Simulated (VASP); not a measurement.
A run of VASP 6.6.1 is set up as follows.

INCAR

```
SYSTEM = Nb
PREC = Accurate
ENCUT = 520
EDIFF = 1E-7
ISMEAR = 1
SIGMA = 0.1
LREAL = .False.
LASPH = .True.
NELM = 80
ALGO = Fast
ISIF = 2
LWAVE = .False.
LCHARG = .False.
LMAXMIX = 4
GGA = CA
NBANDS = 12
ICORELEVEL = 1
```

Contents of KPOINTS:

```
Automatic mesh
0
Gamma
  16 16 16
  0 0 0
```

File POSCAR:

```
Nb                                      
1.0
   -1.6231166885      1.6231166885      1.6231166885
    1.6231166885     -1.6231166885      1.6231166885
    1.6231166885      1.6231166885     -1.6231166885
  Nb            
     1
Direct
     0.0000000000000000    0.0000000000000000    0.0000000000000000
```

KPOINTS_OPT

```
explicit points
124
Reciprocal
 0.0000000000  0.0000000000  0.0000000000 1
 0.0263157895 -0.0263157895  0.0263157895 1
 0.0526315789 -0.0526315789  0.0526315789 1
 0.0789473684 -0.0789473684  0.0789473684 1
 0.1052631579 -0.1052631579  0.1052631579 1
 0.1315789474 -0.1315789474  0.1315789474 1
 0.1578947368 -0.1578947368  0.1578947368 1
 0.1842105263 -0.1842105263  0.1842105263 1
 0.2105263158 -0.2105263158  0.2105263158 1
 0.2368421053 -0.2368421053  0.2368421053 1
 0.2631578947 -0.2631578947  0.2631578947 1
 0.2894736842 -0.2894736842  0.2894736842 1
 0.3157894737 -0.3157894737  0.3157894737 1
 0.3421052632 -0.3421052632  0.3421052632 1
 0.3684210526 -0.3684210526  0.3684210526 1
 0.3947368421 -0.3947368421  0.3947368421 1
 0.4210526316 -0.4210526316  0.4210526316 1
 0.4473684211 -0.4473684211  0.4473684211 1
 0.4736842105 -0.4736842105  0.4736842105 1
 0.5000000000 -0.5000000000  0.5000000000 1
 0.5000000000 -0.5000000000  0.5000000000 1
 0.4736842105 -0.4736842105  0.5000000000 1
 0.4473684211 -0.4473684211  0.5000000000 1
 0.4210526316 -0.4210526316  0.5000000000 1
 0.3947368421 -0.3947368421  0.5000000000 1
 0.3684210526 -0.3684210526  0.5000000000 1
 0.3421052632 -0.3421052632  0.5000000000 1
 0.3157894737 -0.3157894737  0.5000000000 1
 0.2894736842 -0.2894736842  0.5000000000 1
 0.2631578947 -0.2631578947  0.5000000000 1
 0.2368421053 -0.2368421053  0.5000000000 1
 0.2105263158 -0.2105263158  0.5000000000 1
 0.1842105263 -0.1842105263  0.5000000000 1
 0.1578947368 -0.1578947368  0.5000000000 1
 0.1315789474 -0.1315789474  0.5000000000 1
 0.1052631579 -0.1052631579  0.5000000000 1
 0.0789473684 -0.0789473684  0.5000000000 1
 0.0526315789 -0.0526315789  0.5000000000 1
 0.0263157895 -0.0263157895  0.5000000000 1
 0.0000000000  0.0000000000  0.5000000000 1
 0.0000000000  0.0000000000  0.5000000000 1
 0.0000000000  0.0000000000  0.4736842105 1
 0.0000000000  0.0000000000  0.4473684211 1
 0.0000000000  0.0000000000  0.4210526316 1
 0.0000000000  0.0000000000  0.3947368421 1
 0.0000000000  0.0000000000  0.3684210526 1
 0.0000000000  0.0000000000  0.3421052632 1
 0.0000000000  0.0000000000  0.3157894737 1
 0.0000000000  0.0000000000  0.2894736842 1
 0.0000000000  0.0000000000  0.2631578947 1
 0.0000000000  0.0000000000  0.2368421053 1
 0.0000000000  0.0000000000  0.2105263158 1
 0.0000000000  0.0000000000  0.1842105263 1
 0.0000000000  0.0000000000  0.1578947368 1
 0.0000000000  0.0000000000  0.1315789474 1
 0.0000000000  0.0000000000  0.1052631579 1
 0.0000000000  0.0000000000  0.0789473684 1
 0.0000000000  0.0000000000  0.0526315789 1
 0.0000000000  0.0000000000  0.0263157895 1
 0.0000000000  0.0000000000  0.0000000000 1
 0.0000000000  0.0000000000  0.0000000000 1
 0.0131578947  0.0131578947  0.0131578947 1
 0.0263157895  0.0263157895  0.0263157895 1
 0.0394736842  0.0394736842  0.0394736842 1
 0.0526315789  0.0526315789  0.0526315789 1
 0.0657894737  0.0657894737  0.0657894737 1
 0.0789473684  0.0789473684  0.0789473684 1
 0.0921052632  0.0921052632  0.0921052632 1
 0.1052631579  0.1052631579  0.1052631579 1
 0.1184210526  0.1184210526  0.1184210526 1
 0.1315789474  0.1315789474  0.1315789474 1
 0.1447368421  0.1447368421  0.1447368421 1
 0.1578947368  0.1578947368  0.1578947368 1
 0.1710526316  0.1710526316  0.1710526316 1
 0.1842105263  0.1842105263  0.1842105263 1
 0.1973684211  0.1973684211  0.1973684211 1
 0.2105263158  0.2105263158  0.2105263158 1
 0.2236842105  0.2236842105  0.2236842105 1
 0.2368421053  0.2368421053  0.2368421053 1
 0.2500000000  0.2500000000  0.2500000000 1
 0.2500000000  0.2500000000  0.2500000000 1
 0.2631578947  0.2105263158  0.2631578947 1
 0.2763157895  0.1710526316  0.2763157895 1
 0.2894736842  0.1315789474  0.2894736842 1
 0.3026315789  0.0921052632  0.3026315789 1
 0.3157894737  0.0526315789  0.3157894737 1
 0.3289473684  0.0131578947  0.3289473684 1
 0.3421052632 -0.0263157895  0.3421052632 1
 0.3552631579 -0.0657894737  0.3552631579 1
 0.3684210526 -0.1052631579  0.3684210526 1
 0.3815789474 -0.1447368421  0.3815789474 1
 0.3947368421 -0.1842105263  0.3947368421 1
 0.4078947368 -0.2236842105  0.4078947368 1
 0.4210526316 -0.2631578947  0.4210526316 1
 0.4342105263 -0.3026315789  0.4342105263 1
 0.4473684211 -0.3421052632  0.4473684211 1
 0.4605263158 -0.3815789474  0.4605263158 1
 0.4736842105 -0.4210526316  0.4736842105 1
 0.4868421053 -0.4605263158  0.4868421053 1
 0.5000000000 -0.5000000000  0.5000000000 1
 0.2500000000  0.2500000000  0.2500000000 1
 0.2368421053  0.2368421053  0.2631578947 1
 0.2236842105  0.2236842105  0.2763157895 1
 0.2105263158  0.2105263158  0.2894736842 1
 0.1973684211  0.1973684211  0.3026315789 1
 0.1842105263  0.1842105263  0.3157894737 1
 0.1710526316  0.1710526316  0.3289473684 1
 0.1578947368  0.1578947368  0.3421052632 1
 0.1447368421  0.1447368421  0.3552631579 1
 0.1315789474  0.1315789474  0.3684210526 1
 0.1184210526  0.1184210526  0.3815789474 1
 0.1052631579  0.1052631579  0.3947368421 1
 0.0921052632  0.0921052632  0.4078947368 1
 0.0789473684  0.0789473684  0.4210526316 1
 0.0657894737  0.0657894737  0.4342105263 1
 0.0526315789  0.0526315789  0.4473684211 1
 0.0394736842  0.0394736842  0.4605263158 1
 0.0263157895  0.0263157895  0.4736842105 1
 0.0131578947  0.0131578947  0.4868421053 1
 0.0000000000  0.0000000000  0.5000000000 1
 0.0000000000  0.0000000000  0.0000000000 1
 0.5000000000 -0.5000000000  0.5000000000 1
 0.2500000000  0.2500000000  0.2500000000 1
 0.0000000000  0.0000000000  0.5000000000 1
```

Potentials or basis: VASP PAW LDA potentials, release 64 (Nb_sv).

The run is started by

```bash
$ cat potpaw_LDA.64/Nb_sv/POTCAR > POTCAR
$ mpirun -np 1 vasp_std > vasp.out
```

Question: What does it give for the pressure?

Answer: 0.0 GPa.

Question: Estimate the band gap along the path.

Answer: None (metal or under the smearing width).

Core levels (eV, on the scale of the bands):
```tsv
atom	levels
1 Nb	1s -18688.7, 2s -2603.5, 2p -2327.1, 3s -420.4, 3p -329.7, 3d -180.3
```
